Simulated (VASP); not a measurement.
Crystal: BaTiO3.

```xyz
5
Lattice="3.9998 0.0000 0.0000 0.0000 3.9998 0.0000 0.0000 0.0000 4.0180" Properties=species:S:1:pos:R:3 pbc="T T T"
Ba    0.0000    0.0000    0.0000
Ti    1.9999    1.9999    1.9688
O     0.0000    1.9999    2.0773
O     1.9999    0.0000    2.0773
O     1.9999    1.9999    0.0763
```

Program: VASP 6.6.1. Alike in all runs: task band structure; potentials or basis VASP PAW PBE potentials, release 64 (Ba_sv, Ti_sv, O); cell as given; cutoff (eV) 520; smearing fermi-dirac 0.05 eV.

Task: Order these runs on this cell by their pressure, lowest first.
A. level BLYP; spin off; k mesh 7 × 7 × 7
B. level revPBE; spin off; k mesh 7 × 7 × 7
C. level PBEsol; spin SOC, no magnetisation; k mesh 5 × 5 × 5

Result: C (-3.1 GPa), B (7.3 GPa), A (9.9 GPa).

Caveats: the PAW data sets were made with another functional, which shifts forces and pressure a little.
